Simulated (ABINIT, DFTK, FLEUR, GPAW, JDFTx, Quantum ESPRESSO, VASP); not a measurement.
# MnS: programs and potentials compared

```
Mn S
1.0
     1.83000    1.05655    2.97092
    -1.83000    1.05655    2.97092
     0.00000   -2.11310    2.97092
Mn S
1 1
Direct
  0.00000 0.00000 0.00000
  0.50000 0.50000 0.50000
```

The cell is a database's computed one, not the measured one.

Alike in all runs: task single point; functional PBE; k mesh 9 × 9 × 9; occupations fermi-dirac, width 0.05 eV; collinear spin, ferromagnetic start; no spin-orbit coupling. Pressure is positive in compression and, in plane waves, holds the error of the finite cutoff.

| program and potentials | plane-wave cutoff (eV) | notes | pressure (GPa) | net moment per atom (μB) |
| --- | --- | --- | --- | --- |
| JDFTx, PseudoDojo-SR-PBE-0.5-standard with smoothed tails | 1306 | 10.5 valence electrons an atom on average | -0.64 | 2.36 |
| Quantum ESPRESSO, SSSP 1.3 efficiency PBE | 884 | 10.5 valence electrons an atom on average | -1.41 | 2.34 |
| ABINIT, JTH PAW PBE v2.0 | 707 | 10.5 valence electrons an atom on average | -1.38 | 2.33 |
| VASP, PBE PAW files Mn_pv, S, 520 eV | 520 | 9.5 valence electrons an atom on average | -1.57 | 2.33 |
| GPAW, GPAW PAW data sets (gpaw-data 1.2.1) | 600 | 10.5 valence electrons an atom on average | -1.66 | 2.32 |
| DFTK, PseudoDojo SR PBE 0.4.1 standard (PBE) | 1306 | 10.5 valence electrons an atom on average | -0.64 | 2.36 |
| FLEUR, all-electron, FLAPW | - | - | - | 2.33 |

The pressure spans -1.66 (GPAW, GPAW PAW data sets (gpaw-data 1.2.1)) to -0.64 GPa (DFTK, PseudoDojo SR PBE 0.4.1 standard (PBE)). The net moment per atom spans 2.32 (GPAW, GPAW PAW data sets (gpaw-data 1.2.1)) to 2.36 μB (DFTK, PseudoDojo SR PBE 0.4.1 standard (PBE)), with all-electron results at 2.33. The state is the one that the start led to, which needn't be the lowest.

The functional is the same throughout but for its coding, so the spread measures potentials, basis and numerics; runs on potential files found faulty are left out.
